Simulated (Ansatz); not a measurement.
**Deforming Ga**

```
Ga
1.0
     1.38300   -4.02650    0.00000
     1.38300    4.02650    0.00000
    -0.11745    0.00000    3.32993
Ga
2
Direct
  0.86900 0.13100 0.25000
  0.13100 0.86900 0.75000
```

Atoms are numbered in the order listed.

Structure: COD 9011089, as refined from experiment and not relaxed.

All numbers below come from DFT, PBEsol, all-electron LAPW, scalar-relativistic (Ansatz 0.2.0).

Sampling and basis: a Γ-centred 14×14×11 k mesh, Fermi–Dirac smearing of 0.03 eV, basis error target 0.5 meV/atom, no spin polarisation.

The unchanged cell is at -1.85 GPa.

In a metal, stresses and small energies carry noise from the k mesh.

x, y and z are the Cartesian axes of the cell as listed; fractional coordinates follow a strain, and an engineering shear is twice the off-diagonal strain component.

**Question.** One change gave: energy change +2 meV/atom; stress change (xx, yy, zz, yz, xz, xy) 0.11, 0.29, -0.09, -0.73, 0.02, -0.63 GPa, compression positive; change of the force on Ga1 (0.007, -0.002, -0.018) eV/Å. Which change was it?
A. equal xy, yz and zx engineering shear strains of +3 %
B. equal xy, yz and zx engineering shear strains of -2 %
C. equal xy, yz and zx engineering shear strains of -1 %
D. equal xy, yz and zx engineering shear strains of +2 %
E. equal xy, yz and zx engineering shear strains of -3 %
F. equal xy, yz and zx engineering shear strains of +1 %

**Answer.** D. For equal xy, yz and zx engineering shear strains of -3 %: energy change +4 meV/atom; stress change (xx, yy, zz, yz, xz, xy) 0.18, 0.45, 0.12, 1.19, 0.28, 0.79 GPa, compression positive; change of the force on Ga1 (-0.015, -0.017, 0.012) eV/Å. For equal xy, yz and zx engineering shear strains of -1 %: energy change under 1 meV/atom; stress change (xx, yy, zz, yz, xz, xy) -0.05, 0.16, -0.03, 0.50, 0.23, 0.35 GPa, compression positive. For equal xy, yz and zx engineering shear strains of -2 %: energy change +2 meV/atom; stress change (xx, yy, zz, yz, xz, xy) -0.02, 0.40, -0.03, 0.84, 0.30, 0.60 GPa, compression positive; change of the force on Ga1 (-0.008, -0.012, 0.011) eV/Å. For equal xy, yz and zx engineering shear strains of +1 %: energy change under 1 meV/atom; stress change (xx, yy, zz, yz, xz, xy) 0.03, 0.08, -0.03, -0.41, -0.08, -0.31 GPa, compression positive. For equal xy, yz and zx engineering shear strains of +3 %: energy change +4 meV/atom; stress change (xx, yy, zz, yz, xz, xy) 0.17, 0.51, -0.04, -1.09, 0.26, -0.81 GPa, compression positive; change of the force on Ga1 (0.008, -0.007, -0.029) eV/Å.
